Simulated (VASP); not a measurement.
# Ge (Fd-3m) in VASP: a series of runs

The runs below take Ge through relaxation of cell and atoms, with PBEsol.

All numbers are computed with VASP 6.6.1; they aren't measurements. Logs are shortened: lines on timing, memory, paths and dates and some standing lists are left out, and cuts for length are marked.

## 1. Starting point

Symmetry: Fd-3m, No. 227, cubic system. Conventional cell: a = 5.658 Å, b = 5.658 Å, c = 5.658 Å, α = 90.00°, β = 90.00°, γ = 90.00°. Ge (site symmetry -43m) has 4 Ge at 2.45 Å as nearest neighbours.

## 2. Relaxation of cell and atoms, PBEsol

INCAR reads:

```
SYSTEM = Ge
PREC = Accurate
ENCUT = 600
EDIFF = 1E-6
ISMEAR = 0
SIGMA = 0.03
LREAL = .FALSE.
LASPH = .TRUE.
NELM = 80
ALGO = Normal
ISIF = 3
LWAVE = .FALSE.
LCHARG = .FALSE.
GGA = PS
IBRION = 2
NSW = 90
EDIFFG = -0.01
```

KPOINTS reads:

```
Automatic mesh
0
G
  10 10 10
  0 0 0
```

POSCAR reads:

```
Ge
1.0
    0.0000000000      2.8289100000      2.8289100000
    2.8289100000      0.0000000000      2.8289100000
    2.8289100000      2.8289100000      0.0000000000
Ge
2
Direct
    0.0000000000      0.0000000000      0.0000000000
    0.2500000000      0.2500000000      0.2500000000
```

Potentials or basis: VASP PAW PBE potentials, release 64 (Ge_d).

Command:

```
$ cat potpaw_PBE.64/Ge_d/POTCAR > POTCAR
$ mpirun -np 1 vasp_std > vasp.out
```

OUTCAR:

```text
SYSTEM = Ge
   PREC = Accurate
   ENCUT = 600
   EDIFF = 1E-6
   ISMEAR = 0
   LREAL = .FALSE.
   LASPH = .TRUE.
   NELM = 80
   ISIF = 3
   GGA = PS
   IBRION = 2
   NSW = 90
   EDIFFG = -0.01

 ion  position               nearest neighbor table
   1  0.000  0.000  0.000-   2 2.45   2 2.45   2 2.45   2 2.45
   2  0.250  0.250  0.250-   1 2.45   1 2.45   1 2.45   1 2.45

  LATTYP: Found a face centered cubic cell.
 ALAT       =     5.6578200000

  Lattice vectors:

 A1 = (   0.0000000000,   2.8289100000,   2.8289100000)
 A2 = (   2.8289100000,   0.0000000000,   2.8289100000)
 A3 = (   2.8289100000,   2.8289100000,   0.0000000000)

Analysis of symmetry for initial positions (statically):
=====================================================================
 Subroutine PRICEL returns:
 Original cell was already a primitive cell.

 Routine SETGRP: Setting up the symmetry group for a
 face centered cubic supercell.

 Subroutine GETGRP returns: Found 48 space group operations
 (whereof 24 operations were pure point group operations)
 out of a pool of 48 trial point group operations.

The static configuration has the point symmetry T_d .
 The point group associated with its full space group is O_h .

Analysis of symmetry for dynamics (positions and initial velocities):
=====================================================================
 Subroutine PRICEL returns:
 Original cell was already a primitive cell.

 Routine SETGRP: Setting up the symmetry group for a
 face centered cubic supercell.

 Subroutine GETGRP returns: Found 48 space group operations
 (whereof 24 operations were pure point group operations)
 out of a pool of 48 trial point group operations.

The dynamic configuration has the point symmetry T_d .
 The point group associated with its full space group is O_h .

 Subroutine INISYM returns: Found 48 space group operations
 (whereof 24 operations are pure point group operations),
 and found     1 'primitive' translations

----------------------------------------------------------------------------------------

                                     Primitive cell

  volume of cell :      45.2780

  direct lattice vectors                    reciprocal lattice vectors
     0.000000000  2.828910000  2.828910000    -0.176746521  0.176746521  0.176746521
     2.828910000  0.000000000  2.828910000     0.176746521 -0.176746521  0.176746521
     2.828910000  2.828910000  0.000000000     0.176746521  0.176746521 -0.176746521

  length of vectors
     4.000682889  4.000682889  4.000682889     0.306133954  0.306133954  0.306133954

  position of ions in fractional coordinates (direct lattice)
     0.000000000  0.000000000  0.000000000
     0.250000000  0.250000000  0.250000000

  ion indices of the primitive-cell ions
   primitive index   ion index
                 1           1
                 2           2

----------------------------------------------------------------------------------------

 KPOINTS: Automatic mesh

Automatic generation of k-mesh.
 Grid dimensions read from file:
 generate k-points for:   10   10   10

 Generating k-lattice:

  Cartesian coordinates                     Fractional coordinates (reciprocal lattice)
    -0.017674652  0.017674652  0.017674652     0.100000000  0.000000000  0.000000000
     0.017674652 -0.017674652  0.017674652     0.000000000  0.100000000  0.000000000
     0.017674652  0.017674652 -0.017674652     0.000000000  0.000000000  0.100000000

  Length of vectors
     0.030613395  0.030613395  0.030613395

  Shift w.r.t. Gamma in fractional coordinates (k-lattice)
     0.000000000  0.000000000  0.000000000

 Subroutine IBZKPT returns following result:
 ===========================================

 Found     47 irreducible k-points:

 Following reciprocal coordinates:
            Coordinates               Weight
  0.000000  0.000000  0.000000      1.000000
  0.100000  0.000000  0.000000      8.000000
  0.200000  0.000000  0.000000      8.000000
  0.300000  0.000000  0.000000      8.000000
  0.400000  0.000000  0.000000      8.000000
  0.500000  0.000000  0.000000      4.000000
[... 16 lines left out ...]
  0.300000  0.300000  0.000000      6.000000
  0.400000  0.300000  0.000000     24.000000
 [... further k-points ...]
   k-points           NKPTS =     47   k-points in BZ     NKDIM =     47   number of bands    NBANDS=     18
   number of dos      NEDOS =    301   number of ions     NIONS =      2
   total plane-waves  NPLWV =  32768
   dimension x,y,z NGX =    32 NGY =   32 NGZ =   32
   dimension x,y,z NGXF=    64 NGYF=   64 NGZF=   64
   ions per type =               2
   NGX,Y,Z   is equivalent  to a cutoff of  13.30, 13.30, 13.30 a.u.
   NGXF,Y,Z  is equivalent  to a cutoff of  26.59, 26.59, 26.59 a.u.
 SYSTEM =  Ge
   PREC   = accura    normal or accurate (medium, high low for compatibility)
   ISTART =      0    job   : 0-new  1-cont  2-samecut
   ICHARG =      2    charge: 1-file 2-atom 10-const
   ISPIN  =      1    spin polarized calculation?
   LNONCOLLINEAR =      F non collinear calculations
   LSORBIT =      F    spin-orbit coupling
   LASPH  =      T    aspherical Exc in radial PAW
   ENCUT  =  600.0 eV  44.10 Ry    6.64 a.u.   7.99  7.99  7.99*2*pi/ulx,y,z
   NELM   =     80;   NELMIN=  2; NELMDL= -5     # of ELM steps
   EDIFF  = 0.1E-05   stopping-criterion for ELM
   LREAL  =      F    real-space projection
   EDIFFG = -.1E-01   stopping-criterion for IOM
   NSW    =     90    number of steps for IOM
   IBRION =      2    ionic relax: 0-MD 1-quasi-New 2-CG
   NFREE  =      1    steps in history (QN), initial steepest desc. (CG)
   ISIF   =      3    stress and relaxation
   ISYM   =      2    0-nonsym 1-usesym 2-fastsym
   POTIM  = 0.5000    time-step for ionic-motion
   TEBEG  =    0.0;   TEEND  =   0.0 temperature during run
   PSTRESS=    0.0 pullay stress
   NELECT =      28.0000    total number of electrons
   NUPDOWN=      -1.0000    fix difference up-down
   EMIN   =  10.00;   EMAX   =-10.00  energy-range for DOS
   EFERMI =   0.00;   METHOD = LEGACY
   ISMEAR =     0;   SIGMA  =   0.03  broadening in eV -4-tet -1-fermi 0-gaus
   EFERMI_NEDOS =   21; number of points for ismear=-14 and -15
   IALGO  =     38    algorithm
   IMIX   =      4    mixing-type and parameters
     AMIX     =   0.40;   BMIX     =  1.00
     AMIX_MAG =   1.60;   BMIX_MAG =  1.00
  volume/ion in A,a.u.               =      22.64       152.78
  Fermi-wavevector in a.u.,A,eV,Ry     =   1.394756  2.635708 26.468033  1.945346
  Thomas-Fermi vector in A             =   2.518275
   LORBIT       =      0    0 simple, 1 ext, 2 COOP (PROOUT), +10 PAW based schemes
   GGA     = PS    functional components
   LHFCALC =     F    Hartree Fock is set to
   AEXX    =    0.0000 exact exchange contribution
   IVDW    =     0    specifies the selected vdW correction
   LEPSILON=     F    determine dielectric tensor
   LRPA    =     F    only Hartree local field effects (RPA)
 conjugate gradient relaxation of ions
 non-spin polarized calculation
 Gauss-broadening in eV      SIGMA  =   0.03
  energy-cutoff  :      600.00
  volume of cell :       45.28
 maximum number of plane-waves:      1524
   NGX = 15   NGY = 15   NGZ = 15

--------------------------------------- Ionic step        1  -------------------------------------------

 number of electron      28.0000013 magnetization

 Free energy of the ion-electron system (eV)
  ---------------------------------------------------
  ext. energy  EPLUGINS =         0.00000000
  ---------------------------------------------------
  free energy    TOTEN  =        -9.87066962 eV

  energy without entropy =       -9.87061613  energy(sigma->0) =       -9.87064288

------------------------ aborting loop because EDIFF is reached ----------------------------------------

  FORCE on cell =-STRESS in cart. coord.  units (eV):
  Direction    XX          YY          ZZ          XY          YZ          ZX
  --------------------------------------------------------------------------------------
  -------------------------------------------------------------------------------------
  Total        0.1665325      0.1665325      0.1665325      0.0000000      0.0000000      0.0000000
  in kB        5.8928075      5.8928075      5.8928075      0.0000000      0.0000000      0.0000000
  external PRESSURE =       5.8928075 kB  Pullay stress =       0.0000000 kB
[... 57 lines left out ...]
  energy  without entropy=       -9.8712629757  energy(sigma->0) =       -9.87128617

--------------------------------------- Ionic step        3  -------------------------------------------

 number of electron      28.0000020 magnetization

 Free energy of the ion-electron system (eV)
  ---------------------------------------------------
  ext. energy  EPLUGINS =         0.00000000
  ---------------------------------------------------
  free energy    TOTEN  =        -9.87141132 eV

  energy without entropy =       -9.87136502  energy(sigma->0) =       -9.87138817

 E-fermi :   4.7821     XC(G=0): -10.0845

 val. band max:        4.7729685514   @ k =   0.0000   0.0000   0.0000
 cond. band min:       4.8675786594   @ k =   0.5000   0.0000   0.0000
 fundamental gap:      0.0946101080
 Fermi energy:         4.7821017315

 k-point     1 :       0.0000    0.0000    0.0000
  band No.  band energies     occupation
      1     -19.9771      2.00000
      2     -19.9771      2.00000
      3     -19.9771      2.00000
      4     -19.9412      2.00000
      5     -19.9412      2.00000
      6     -19.7340      2.00000
[... 10 lines left out ...]
     17       7.3009      0.00000
     18       7.3009      0.00000
[... 466 lines left out ...]
      2     -20.0045      2.00000
      3     -19.9612      2.00000
      4     -19.8792      2.00000
      5     -19.8593      2.00000
      6     -19.8363      2.00000
[... 10 lines left out ...]
     17      11.3745      0.00000
     18      11.9375      0.00000

 [... further k-points ...]
[... 5 lines left out ...]
  --------------------------------------------------------------------------------------
  -------------------------------------------------------------------------------------
  Total       -0.0070968     -0.0070968     -0.0070968      0.0000000      0.0000000      0.0000000
  in kB       -0.2488203     -0.2488203     -0.2488203      0.0000000      0.0000000      0.0000000
  external PRESSURE =      -0.2488203 kB  Pullay stress =       0.0000000 kB
[... 17 lines left out ...]
  FREE ENERGIE OF THE ION-ELECTRON SYSTEM (eV)
  ---------------------------------------------------
  free  energy   TOTEN  =        -9.8714113218 eV

  energy  without entropy=       -9.8713650206  energy(sigma->0) =       -9.87138817

 reached required accuracy - stopping structural energy minimisation
```

Wall time 62 s (1 thread of Intel Xeon Platinum 8259CL at 2.50GHz (Skylake/Cascade Lake), shared host); peak memory 0.19 GiB.

What came out:

* Free energy: -9.8714 eV
* Relaxed volume: 22.85 Å³/atom
* Relaxed cell: a = 4.013 Å, b = 4.013 Å, c = 4.013 Å, α = 60.00°, β = 60.00°, γ = 60.00°
* Space group after relaxing (to 0.05 Å): Fd-3m (No. 227)
* Energy gained by relaxing: 0.4 meV/atom
* Ionic steps: 3
* Pressure after relaxing: 0.0 GPa
* Band gap on the k mesh: none (metal or under the smearing width)

Step by step:
```
step  energy change (eV)  largest force (eV/Å)  pressure (GPa)  volume (Å³)
   1              0.0000                0.0000            0.59        45.28
   2             -0.0006                0.0000           -0.10        45.83
   3             -0.0007                0.0000           -0.02        45.70
```

Final structure:
```
CELL_PARAMETERS angstrom
0.00000 2.83760 2.83760
2.83760 0.00000 2.83760
2.83760 2.83760 0.00000
ATOMIC_POSITIONS crystal
Ge 0.00000 0.00000 0.00000
Ge 0.25000 0.25000 0.25000
```

Levels at points of the mesh, in eV from the Fermi level:
```
           k point  band 12  band 13  band 14  band 15  band 16  band 17
(0.00, 0.00, 0.00)    -0.10    -0.01    -0.01    -0.01     2.52     2.52
(0.50, 0.00, 0.00)    -7.59    -1.40    -1.40     0.09     3.70     3.70
(0.50, 0.50, 0.00)    -8.88    -3.07    -3.07     0.67     0.67     9.41
```

Caveat: the PAW data sets were made with another functional, which shifts forces and pressure a little; this crystal is a semiconductor, whose small gap the functional closes, so the metal is an error of the method.

## 3. Relaxation of cell and atoms, PBEsol

This run uses another cell than the first one, of 22.85 Å³/atom, 1.009 times its volume.

INCAR, as its differences from that of step 2:

```diff
@@ -3,3 +3,3 @@
 ENCUT = 600
-EDIFF = 1E-6
+EDIFF = 1E-7
 ISMEAR = 0
@@ -16,2 +16,2 @@
 NSW = 90
-EDIFFG = -0.01
+EDIFFG = -0.005
```

KPOINTS is that of step 2.

POSCAR reads:

```
Ge                                      
1.0
    0.0000000000      2.8376024253      2.8376024253
    2.8376024253      0.0000000000      2.8376024253
    2.8376024253      2.8376024253      0.0000000000
  Ge            
     2
Direct
     0.0000000000000000    0.0000000000000000    0.0000000000000000
     0.2500000000000000    0.2500000000000000    0.2500000000000000
```

Potentials or basis: VASP PAW PBE potentials, release 64 (Ge_d).

Command:

```
$ cat potpaw_PBE.64/Ge_d/POTCAR > POTCAR
$ mpirun -np 1 vasp_std > vasp.out
```

Wall time 86 s (1 thread of Intel Xeon Platinum 8259CL at 2.50GHz (Skylake/Cascade Lake), shared host); peak memory 0.2 GiB.

The run converged. Its results:

* Free energy: -9.8715 eV
* Relaxed volume: 22.83 Å³/atom
* Relaxed cell: a = 4.012 Å, b = 4.012 Å, c = 4.012 Å, α = 60.00°, β = 60.00°, γ = 60.00°
* Space group after relaxing (to 0.05 Å): Fd-3m (No. 227)
* Energy gained by relaxing: 0.0 meV/atom
* Ionic steps: 5
* Pressure after relaxing: 0.0 GPa
* Band gap on the k mesh: none (metal or under the smearing width)

Final structure:
```yaml
crystal:
  lattice:
    - [0.00000, 2.83700, 2.83700]
    - [2.83700, 0.00000, 2.83700]
    - [2.83700, 2.83700, 0.00000]
  atoms:
    - { symbol: Ge, position: [0.00000, 0.00000, 0.00000] }
    - { symbol: Ge, position: [0.25000, 0.25000, 0.25000] }
```

Levels at points of the mesh, in eV from the Fermi level:
```tsv
k point	band 10	band 11	band 12	band 13	band 14	band 15	band 16	band 17	band 18
(0.00, 0.00, 0.00)	-24.50	-12.74	-0.09	-0.01	-0.01	-0.01	2.52	2.52	2.52
(0.50, 0.00, 0.00)	-24.48	-10.66	-7.60	-1.40	-1.40	0.09	3.70	3.70	6.95
(0.50, 0.50, 0.00)	-24.46	-8.88	-8.88	-3.07	-3.07	0.67	0.67	9.41	9.41
```

Caveat: the PAW data sets were made with another functional, which shifts forces and pressure a little; this crystal is a semiconductor, whose small gap the functional closes, so the metal is an error of the method.

## 4. Relaxation of cell and atoms, PBEsol

INCAR reads:

```
ALGO     = Normal         # electronic algorithm
EDIFF    = 1E-6           # SCF threshold, eV
EDIFFG   = -0.01          # ionic threshold
ENCUT    = 600            # plane-wave cutoff, eV
GGA      = PS             # functional
IBRION   = 2              # ionic algorithm
ISIF     = 3              # what is computed and relaxed
ISMEAR   = 0              # smearing method
KPAR     = 2            
LASPH    = T              # aspherical terms in the spheres
LCHARG   = F              # write CHGCAR
LREAL    = F              # projectors in reciprocal space
LWAVE    = F              # write WAVECAR
NELM     = 80             # most SCF steps
NSW      = 90             # ionic steps
PREC     = Accurate       # precision mode
SIGMA    = 0.03           # smearing width, eV
```

KPOINTS reads:

```
k-points
0
Gamma
  10 10 10
```

POSCAR reads:

```
Ge
1.0
    0.0000000000      2.8289100000      2.8289100000
    2.8289100000      0.0000000000      2.8289100000
    2.8289100000      2.8289100000      0.0000000000
Ge
2
Direct
    0.0000000000      0.0000000000      0.0000000000
    0.2500000000      0.2500000000      0.2500000000
```

Command:

```
$ cat potpaw_PBE.64/Ge_d/POTCAR > POTCAR
$ mpirun -np 2 vasp_std > vasp.out
```

Run time: 21 s. Hardware: 2 MPI ranks of Intel Xeon Platinum 8488C (Sapphire Rapids), shared host; peak memory 0.19 GiB.

Results (log left out):

| Property | Result |
| --- | --- |
| Free energy | -9.8714 eV |
| Relaxed volume | 22.85 Å³/atom |
| Relaxed cell | a = 4.013 Å, b = 4.013 Å, c = 4.013 Å, α = 60.00°, β = 60.00°, γ = 60.00° |
| Space group after relaxing (to 0.05 Å) | Fd-3m (No. 227) |
| Energy gained by relaxing | 0.4 meV/atom |
| Ionic steps | 3 |
| Pressure after relaxing | 0.0 GPa |
| Band gap on the k mesh | none (metal or under the smearing width) |

The path:
```
step  energy change (eV)  largest force (eV/Å)  pressure (GPa)  volume (Å³)
   1              0.0000                0.0000            0.59        45.28
   2             -0.0006                0.0000           -0.10        45.83
   3             -0.0007                0.0000           -0.02        45.70
```

Final structure:
```xyz
2
Lattice="0.0000 2.8376 2.8376 2.8376 0.0000 2.8376 2.8376 2.8376 0.0000" Properties=species:S:1:pos:R:3 pbc="T T T"
Ge    0.0000    0.0000    0.0000
Ge    1.4188    1.4188    1.4188
```

Levels at points of the mesh, in eV from the Fermi level:
| k point | band 12 | band 13 | band 14 | band 15 | band 16 | band 17 |
| --- | --- | --- | --- | --- | --- | --- |
| (0.00, 0.00, 0.00) | -0.10 | -0.01 | -0.01 | -0.01 | 2.52 | 2.52 |
| (0.50, 0.00, 0.00) | -7.59 | -1.40 | -1.40 | 0.09 | 3.70 | 3.70 |
| (0.50, 0.50, 0.00) | -8.88 | -3.07 | -3.07 | 0.67 | 0.67 | 9.41 |

Caveat: the PAW data sets were made with another functional, which shifts forces and pressure a little; this crystal is a semiconductor, whose small gap the functional closes, so the metal is an error of the method. Zero-point motion and thermal expansion aren't in these numbers.
